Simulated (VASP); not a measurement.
Wanted: the native input for a VASP 6.6.1 run.

* Task: relaxation of cell and atoms
* Functional: PBEsol
* Potentials or basis: VASP PAW PBE potentials, release 64 (Hg, Te)
* Cutoff: 600 eV
* k mesh: 10 × 10 × 10
* Occupations: gaussian, width 0.03 eV
* Spin: no spin polarisation
* Further INCAR settings: ALGO = Normal; EDIFF = 1e-07; IBRION = 2; EDIFFG = -0.005; NSW = 90; ISIF = 3

The structure of HgTe (Coloradoite) lies in POSCAR:

```
HgTe                                    
1.0
    0.0000000000      3.2580088205      3.2580088205
    3.2580088205     -0.0000000000      3.2580088205
    3.2580088205      3.2580088205     -0.0000000000
  Hg              Te            
     1     1
Direct
     0.0000000000000000    0.0000000000000000    0.0000000000000000
     0.2500000000000000    0.2500000000000000    0.2500000000000000
```

The input as run:

INCAR

```
SYSTEM = HgTe
  ALGO = Normal
  EDIFF = 1E-7
  EDIFFG = -0.005
  ENCUT = 600
  GGA = PS
  IBRION = 2
  ISIF = 3
  ISMEAR = 0
  LASPH = .TRUE.
  LCHARG = .FALSE.
  LREAL = .FALSE.
  LWAVE = .FALSE.
  NELM = 80
  NSW = 90
  PREC = Accurate
  SIGMA = 0.03
```

KPOINTS

```
k-points
0
G
  10 10 10
  0 0 0
```

Potentials or basis: VASP PAW PBE potentials, release 64 (Hg, Te).

Run with:

```bash
$ cat potpaw_PBE.64/Hg/POTCAR potpaw_PBE.64/Te/POTCAR > POTCAR
$ mpirun -np 1 vasp_std > vasp.out
```

It gave:

```yaml
Pressure_after_relaxing: 0.0 GPa
Band_gap_on_the_k_mesh: none (metal or under the smearing width)
```

Caveat: the relaxation stopped at its first step, so nothing moved; the PAW data sets were made with another functional, which shifts forces and pressure a little.

It took 24 s on 1 thread of Intel(R) Xeon(R) 6975P-C (Granite Rapids), with other jobs on the host, peak memory 0.27 GiB.
